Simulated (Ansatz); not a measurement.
**MgSi in Ansatz: the effect of functional**

MgSi:

```
CELL_PARAMETERS angstrom
2.86909 0.00000 0.00000
0.00000 2.86909 0.00000
0.00000 0.00000 4.04797
ATOMIC_POSITIONS crystal
Si 0.50000 0.50000 0.50000
Mg 0.00000 0.00000 0.00000
```

The cell comes from a database or a generator and needn't be the stable form of this composition.

The cell isn't the ideal one: volume scaled by 0.96.

Alike in all runs:

- Program: Ansatz 0.2.0
- Task: single point
- Potentials or basis: Ansatz PAW
- k mesh: 9 × 9 × 7
- Occupations: fermi-dirac, width 0.05 eV
- Spin: no spin polarisation

| functional | cutoff | pressure (GPa) |
| --- | --- | --- |
| LDA | 420 eV (not typed: the program's choice for these potentials) | ? |
| PBEsol | 420 eV (not typed: the program's choice for these potentials) | 1.2 |
| r2SCAN | 500 eV (not typed: the program's choice for these potentials) | 1.5 |

Task: What does the run with functional LDA give?

Result: Pressure -0.7 GPa.

Caveats: the PAW data sets come from PBE, with cores solved anew for the run's functional, which leaves a small shift of forces and pressure.
